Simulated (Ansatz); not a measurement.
Crystal: Cu.

```
CELL_PARAMETERS angstrom
0.00000 1.80750 1.80750
1.80750 0.00000 1.80750
1.80750 1.80750 0.00000
ATOMIC_POSITIONS crystal
Cu 0.00000 0.00000 0.00000
```

```yaml
Program: Ansatz 0.2.0
Task: relaxation of cell and atoms
Functional: PBEsol
Potentials_or_basis: all-electron LAPW, scalar-relativistic
Basis_error_allowed: 0.001 eV/atom
k_mesh: 13 × 13 × 13
Occupations: fermi-dirac, width 0.05 eV
Spin: no spin polarisation
```

At the start: volume 11.81 Å³/atom.

How do energy, volume and symmetry change on relaxing?

Over 5 steps the energy falls by 10.8 meV/atom and the volume is 11.31 Å³/atom (-4.3 %); space group Fm-3m (No. 225, to 0.05 Å).

Step by step:
| step | energy change (eV) | largest force (eV/Å) | volume (Å³) |
| --- | --- | --- | --- |
| 1 | 0.0000 | 0.0000 | 11.81 |
| 2 | -0.0083 | 0.0000 | 11.55 |
| 3 | -0.0108 | 0.0000 | 11.29 |
| 4 | -0.0108 | 0.0000 | 11.31 |
| 5 | -0.0108 | 0.0000 | 11.31 |

Final structure:
```yaml
crystal:
  lattice:
    - [0.00000, 1.78146, 1.78146]
    - [1.78146, 0.00000, 1.78146]
    - [1.78146, 1.78146, 0.00000]
  atoms:
    - { symbol: Cu, position: [0.00000, 0.00000, 0.00000] }
```
